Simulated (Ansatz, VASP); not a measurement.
## One calculation of MgTe, two programs

```xyz
2
Lattice="0.0000 3.2954 3.2954 3.2954 0.0000 3.2954 3.2954 3.2954 0.0000" Properties=species:S:1:pos:R:3 pbc="T T T"
Te    1.6477    1.6477    1.6477
Mg    0.0000    0.0000    0.0000
```

Change from the starting cell: volume scaled by 1.06.

Alike in both runs: task single point; functional PBE; k mesh 7 × 7 × 7; occupations fermi-dirac, width 0.05 eV; no spin polarisation.

|  | VASP | Ansatz |
| --- | --- | --- |
| version | VASP 6.6.1 | Ansatz 0.2.0 |
| potentials or method | VASP PAW PBE potentials, release 64 (Te, Mg) | Ansatz PAW |
| plane-wave cutoff (eV) | 520 | 420 |
| valence electrons in the cell | 8 | 26 |

Ansatz gave:

| Property | Result |
| --- | --- |
| gap on the k mesh at the Fermi level (eV) | 2.17 |
| least direct gap on the mesh (eV) | 2.17 |
| pressure (GPa) | -1.2 |

What did VASP give for the same quantities?

gap on the k mesh at the Fermi level (eV): 2.16; least direct gap on the mesh (eV): 2.16; pressure (GPa): -1.2.

The two sets of potentials don't hold the same shells in valence.

Caveats: spin-orbit coupling is left out, which moves the levels of the heavy elements; odd divisions of the mesh miss points on the zone boundary, where band edges often lie, so the gap on the mesh can be too wide (Ansatz).
